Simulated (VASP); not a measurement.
# MgO (Fm-3m) in VASP: phonons with LDA

Aim: the phonons of MgO with LDA.

All numbers are computed with VASP 6.6.1; they aren't measurements. Logs are shortened: lines on timing, memory, paths and dates and some standing lists are left out, and cuts for length are marked.

## 1. Starting point

Symmetry: Fm-3m, No. 225, cubic system. The conventional cell has a = 4.249 Å, b = 4.249 Å, c = 4.249 Å, α = 90.00°, β = 90.00°, γ = 90.00°. Mg (site symmetry m-3m) is surrounded by 6 O at 2.12 Å. O (site symmetry m-3m) is surrounded by 6 Mg at 2.12 Å.

## 2. Phonons, LDA

Contents of POSCAR:

```
MgO
1.0
    0.0000000000      2.1245000000      2.1245000000
    2.1245000000      0.0000000000      2.1245000000
    2.1245000000      2.1245000000      0.0000000000
Mg O
1 1
Direct
    0.0000000000      0.0000000000      0.0000000000
    0.5000000000      0.5000000000      0.5000000000
```

Contents of INCAR.step1:

```
SYSTEM = MgO
  PREC = Accurate
  ENCUT = 600
  EDIFF = 1E-8
  ISMEAR = 0
  SIGMA = 0.02
  LREAL = .FALSE.
  LASPH = .TRUE.
  NELM = 100
  ALGO = Fast
  ISIF = 3
  LWAVE = .FALSE.
  LCHARG = .FALSE.
  IBRION = 2
  NSW = 40
  EDIFFG = -0.002
```

Contents of INCAR.step2:

```
SYSTEM = MgO
  PREC = Accurate
  ENCUT = 600
  EDIFF = 1E-8
  ISMEAR = 0
  SIGMA = 0.02
  LREAL = .FALSE.
  LASPH = .TRUE.
  NELM = 100
  ALGO = Fast
  ISIF = 2
  LWAVE = .FALSE.
  LCHARG = .FALSE.
  IBRION = 8
  NSW = 1
```

Contents of KPOINTS:

```
Automatic mesh
0
G
  10 10 10
  0 0 0
```

Potentials or basis: VASP PAW LDA potentials, release 64 (Mg, O).

Command:

```console
$ cat potpaw_LDA.64/Mg/POTCAR potpaw_LDA.64/O/POTCAR > POTCAR
$ cp INCAR.step1 INCAR
$ mpirun -np 1 vasp_std > vasp.out
$ cp CONTCAR POSCAR
$ cp INCAR.step2 INCAR
$ mpirun -np 1 vasp_std > vasp.out
```

OUTCAR:

```text
SYSTEM = MgO
   PREC = Accurate
   ENCUT = 600
   EDIFF = 1E-8
   ISMEAR = 0
   LREAL = .FALSE.
   LASPH = .TRUE.
   NELM = 100
   ISIF = 2
   IBRION = 8
   NSW = 1

 ion  position               nearest neighbor table
   1  0.000  0.000  0.000-   2 2.07   2 2.07   2 2.07   2 2.07   2 2.07   2 2.07
   2  0.500  0.500  0.500-   1 2.07   1 2.07   1 2.07   1 2.07   1 2.07   1 2.07

  LATTYP: Found a face centered cubic cell.
 ALAT       =     4.1431737237

  Lattice vectors:

 A1 = (   0.0000000000,   2.0715868619,   2.0715868619)
 A2 = (   2.0715868619,   0.0000000000,   2.0715868619)
 A3 = (   2.0715868619,   2.0715868619,   0.0000000000)

Analysis of symmetry for initial positions (statically):
=====================================================================
 Subroutine PRICEL returns:
 Original cell was already a primitive cell.

 Routine SETGRP: Setting up the symmetry group for a
 face centered cubic supercell.

 Subroutine GETGRP returns: Found 48 space group operations
 (whereof 48 operations were pure point group operations)
 out of a pool of 48 trial point group operations.

The static configuration has the point symmetry O_h .

Analysis of symmetry for dynamics (positions and initial velocities):
=====================================================================
 Subroutine PRICEL returns:
 Original cell was already a primitive cell.

 Routine SETGRP: Setting up the symmetry group for a
 face centered cubic supercell.

 Subroutine GETGRP returns: Found 48 space group operations
 (whereof 48 operations were pure point group operations)
 out of a pool of 48 trial point group operations.

The dynamic configuration has the point symmetry O_h .

 Subroutine INISYM returns: Found 48 space group operations
 (whereof 48 operations are pure point group operations),
 and found     1 'primitive' translations

----------------------------------------------------------------------------------------

                                     Primitive cell

  volume of cell :      17.7803

  direct lattice vectors                    reciprocal lattice vectors
     0.000000000  2.071586862  2.071586862    -0.241360866  0.241360866  0.241360866
     2.071586862  0.000000000  2.071586862     0.241360866 -0.241360866  0.241360866
     2.071586862  2.071586862  0.000000000     0.241360866  0.241360866 -0.241360866

  length of vectors
     2.929666236  2.929666236  2.929666236     0.418049284  0.418049284  0.418049284

  position of ions in fractional coordinates (direct lattice)
     0.000000000  0.000000000  0.000000000
     0.500000000  0.500000000  0.500000000

  ion indices of the primitive-cell ions
   primitive index   ion index
                 1           1
                 2           2

----------------------------------------------------------------------------------------

 KPOINTS: Automatic mesh

Automatic generation of k-mesh.
 Grid dimensions read from file:
 generate k-points for:   10   10   10

 Generating k-lattice:

  Cartesian coordinates                     Fractional coordinates (reciprocal lattice)
    -0.024136087  0.024136087  0.024136087     0.100000000  0.000000000  0.000000000
     0.024136087 -0.024136087  0.024136087     0.000000000  0.100000000  0.000000000
     0.024136087  0.024136087 -0.024136087     0.000000000  0.000000000  0.100000000

  Length of vectors
     0.041804928  0.041804928  0.041804928

  Shift w.r.t. Gamma in fractional coordinates (k-lattice)
     0.000000000  0.000000000  0.000000000

 Subroutine IBZKPT returns following result:
 ===========================================

 Found     47 irreducible k-points:

 Following reciprocal coordinates:
[... 78 lines left out ...]
  energy-cutoff  :      600.00
  volume of cell :       17.78
 maximum number of plane-waves:       609
   NGX = 11   NGY = 11   NGZ = 11

--------------------------------------- Ionic step        1  -------------------------------------------

 number of electron       7.9999999 magnetization

 Free energy of the ion-electron system (eV)
  ---------------------------------------------------
  ext. energy  EPLUGINS =         0.00000000
  ---------------------------------------------------
  free energy    TOTEN  =       -13.44884091 eV

  energy without entropy =      -13.44884091  energy(sigma->0) =      -13.44884091

 E-fermi :   3.4009     XC(G=0): -11.8325

 val. band max:        3.2638348991   @ k =   0.0000   0.0000   0.0000
 cond. band min:       8.4196521940   @ k =   0.0000   0.0000   0.0000
 fundamental gap:      5.1558172950
 Fermi energy:         3.4009319057

 k-point     1 :       0.0000    0.0000    0.0000
  band No.  band energies     occupation
      1     -14.0042      2.00000
      2       3.2638      2.00000
      3       3.2638      2.00000
      4       3.2638      2.00000
      5       8.4197      0.00000
      6      19.0599      0.00000
      7      19.0599      0.00000
      8      19.0599      0.00000
[... 243 lines left out ...]
 k-point    24 :       0.4000    0.3000    0.0000
  band No.  band energies     occupation
      1     -12.5851      2.00000
      2      -0.5301      2.00000
      3       1.8603      2.00000
      4       2.0981      2.00000
      5      13.0454      0.00000
      6      13.4774      0.00000
      7      17.1172      0.00000
      8      21.7757      0.00000

 [... further k-points ...]

------------------------ aborting loop because EDIFF is reached ----------------------------------------

  FORCE on cell =-STRESS in cart. coord.  units (eV):
  Direction    XX          YY          ZZ          XY          YZ          ZX
  --------------------------------------------------------------------------------------
  -------------------------------------------------------------------------------------
  Total        0.0095990      0.0095990      0.0095990      0.0000000      0.0000000     -0.0000000
  in kB        0.8649650      0.8649650      0.8649650      0.0000000      0.0000000     -0.0000000
  external PRESSURE =       0.8649650 kB  Pullay stress =       0.0000000 kB

 VOLUME and BASIS-vectors are now :
 -----------------------------------------------------------------------------
  energy-cutoff  :      600.00
  volume of cell :       17.78
      direct lattice vectors                 reciprocal lattice vectors
     0.000000000  2.071586862  2.071586862    -0.241360866  0.241360866  0.241360866
     2.071586862  0.000000000  2.071586862     0.241360866 -0.241360866  0.241360866
     2.071586862  2.071586862  0.000000000     0.241360866  0.241360866 -0.241360866

 POSITION                                       TOTAL-FORCE (eV/Angst)
 -----------------------------------------------------------------------------------
      0.00000      0.00000      0.00000        -0.000000     -0.000000      0.000000
      2.07159      2.07159      2.07159         0.000000      0.000000      0.000000
 -----------------------------------------------------------------------------------
    total drift:                               -0.000000     -0.000000      0.000000

  FREE ENERGIE OF THE ION-ELECTRON SYSTEM (eV)
  ---------------------------------------------------
  free  energy   TOTEN  =       -13.4488409053 eV

  energy  without entropy=      -13.4488409053  energy(sigma->0) =      -13.44884091

[... ionic steps 2 to 3 ...]

--------------------------------------- Ionic step        4  -------------------------------------------

------------------------ aborting loop because EDIFF is reached ----------------------------------------

[... ionic steps 5 to 6 ...]

--------------------------------------- Ionic step        7  -------------------------------------------

 Free energy of the ion-electron system (eV)
  ---------------------------------------------------
  ---------------------------------------------------
  free energy    TOTEN  =        -0.35278334 eV

  energy without entropy =       -0.35278334

------------------------ aborting loop because EDIFF is reached ----------------------------------------

 INTERNAL STRAIN TENSOR  FOR ION    2  DIRECTION 1   (eV/Angst):
 -----------------------------------------------------------------------------
    -0.00499  0.00000  0.00000
     0.00000  0.00713  0.00000
    -0.00000  0.00000  0.00713

 INTERNAL STRAIN TENSOR FOR ION    2 for displacements in x,y,z  (eV/Angst):
          X           Y           Z          XY          YZ          ZX
  --------------------------------------------------------------------------------
  x     0.00000     0.00000     0.00000     0.00000     0.00000     0.00000
  y     0.00000     0.00000     0.00000     0.00000     0.00000     0.00000
  z     0.00000     0.00000     0.00000     0.00000     0.00000     0.00000

 SECOND DERIVATIVES (NOT SYMMETRIZED)
 ------------------------------------
               1X          1Y          1Z          2X          2Y          2Z
  1X    -6.428395    0.000000    0.000000    6.428395    0.000000    0.000000
  1Y     0.000000   -6.428395    0.000000    0.000000    6.428395    0.000000
  1Z     0.000000    0.000000   -6.428395    0.000000    0.000000    6.428395
  2X     6.422565    0.000000    0.000000   -6.422565    0.000000    0.000000
  2Y     0.000000    6.422565    0.000000    0.000000   -6.422565    0.000000
  2Z     0.000000    0.000000    6.422565    0.000000    0.000000   -6.422565

 Eigenvectors and eigenvalues of the dynamical matrix
 ----------------------------------------------------

   1 f  =   12.757186 THz    80.155765 2PiTHz  425.533928 cm-1    52.759459 meV
             X         Y         Z           dx          dy          dz
      0.000000  0.000000  0.000000     0.000000   -0.630230   -0.000000
      2.071587  2.071587  2.071587    -0.000000    0.776408    0.000000
[... 21 lines left out ...]
   6 f/i=    0.002832 THz     0.017794 2PiTHz    0.094466 cm-1     0.011712 meV
             X         Y         Z           dx          dy          dz
      0.000000  0.000000  0.000000     0.000000    0.000000    0.776408
      2.071587  2.071587  2.071587     0.000000    0.000000    0.630230

--------------------------------------------------------------------------------------------------------

 ELASTIC MODULI CONTR FROM IONIC RELAXATION (kBar)
 Direction    XX          YY          ZZ          XY          YZ          ZX
 --------------------------------------------------------------------------------
 XX           0.0000      0.0000      0.0000      0.0000      0.0000      0.0000
 YY           0.0000      0.0000      0.0000      0.0000      0.0000      0.0000
 ZZ           0.0000      0.0000      0.0000      0.0000      0.0000      0.0000
 XY           0.0000      0.0000      0.0000      0.0000      0.0000      0.0000
 YZ           0.0000      0.0000      0.0000      0.0000      0.0000      0.0000
 ZX           0.0000      0.0000      0.0000      0.0000      0.0000      0.0000
 --------------------------------------------------------------------------------
```

Wall time 25 s (1 thread of Intel Xeon 6975P-C (Granite Rapids), shared host); peak memory 0.18 GiB.

Results:

| Property | Result |
| --- | --- |
| Relaxed volume | 8.89 Å³/atom |
| Relaxed cell | a = 2.930 Å, b = 2.930 Å, c = 2.930 Å, α = 60.00°, β = 60.00°, γ = 60.00° |
| Space group after relaxing (to 0.05 Å) | Fm-3m (No. 225) |
| Highest phonon frequency at Γ, LO-TO splitting left out | 426 cm⁻¹ |

Step by step:
```
step  energy change (eV)  largest force (eV/Å)  pressure (GPa)  volume (Å³)
   1              0.0000                0.0000          -11.59        19.18
   2             -0.0467                0.0000            5.04        17.32
   3             -0.0539                0.0000            0.01        17.78
```

Final structure:
```cif
data_structure
_symmetry_space_group_name_H-M 'P 1'
_symmetry_Int_Tables_number 1
_cell_length_a 2.9297
_cell_length_b 2.9297
_cell_length_c 2.9297
_cell_angle_alpha 60.000
_cell_angle_beta 60.000
_cell_angle_gamma 60.000
_cell_volume 17.78
loop_
_atom_site_label
_atom_site_type_symbol
_atom_site_fract_x
_atom_site_fract_y
_atom_site_fract_z
_atom_site_occupancy
Mg1 Mg 0.00000 0.00000 0.00000 1
O1 O 0.50000 0.50000 0.50000 1
```

Phonon frequencies in cm⁻¹ (negative: imaginary):
```csv
q point,frequencies
"(0.000, 0.000, 0.000)",0 0 0 426 426 426
```
